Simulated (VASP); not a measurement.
Wanted: the native input for a VASP 6.6.1 run.

```yaml
Task: single point
Functional: PBE
Potentials_or_basis: VASP PAW PBE potentials, release 64 (Mg, O)
Cutoff: 520 eV
k_mesh: 9 × 9 × 6
Occupations: fermi-dirac, width 0.05 eV
Spin: no spin polarisation
Further_INCAR_settings: ALGO = Normal; EDIFF = 1e-07; NBANDS = 16
```

The structure of MgO lies in POSCAR:

```
MgO
1.0
    3.3077869865      0.0000000000      0.0000000000
   -1.6538934933      2.8646275606      0.0000000000
    0.0000000000      0.0000000000      4.9828816700
Mg O
2 2
Direct
    0.6666666667      0.3333333333      0.5021597400
    0.3333333333      0.6666666667      0.0021597400
    0.6666666667      0.3333333333      0.9024402600
    0.3333333333      0.6666666667      0.4024402600
```

Measurements of this composition are mostly on another form, of space group No. 225.

These files were run (other wordings do the same):

INCAR

```
SYSTEM = MgO
ALGO = Normal
EDIFF = 1E-7
ENCUT = 520
GGA = PE
ISIF = 2
ISMEAR = -1
LASPH = .TRUE.
LCHARG = .TRUE.
LELF = .TRUE.
LREAL = .FALSE.
LVHAR = .TRUE.
LWAVE = .FALSE.
NBANDS = 16
NELM = 80
PREC = Accurate
SIGMA = 0.05
```

KPOINTS

```
k-points
0
G
  9 9 6
  0 0 0
```

Potentials or basis: VASP PAW PBE potentials, release 64 (Mg, O).

Run with:

```console
$ cat potpaw_PBE.64/Mg/POTCAR potpaw_PBE.64/O/POTCAR > POTCAR
$ mpirun -np 1 vasp_std > vasp.out
```

It gave:

```
Pressure               : 3.0 GPa
Largest force          : 0.008 eV/Å
Band gap on the k mesh : 3.46 eV, direct
```

Caveat: an odd mesh through Γ misses points on the zone boundary, where band edges often lie.

Run time: 30 s on 1 thread of Intel(R) Xeon(R) Platinum 8488C (Sapphire Rapids) (shared host), peak memory 0.19 GiB.
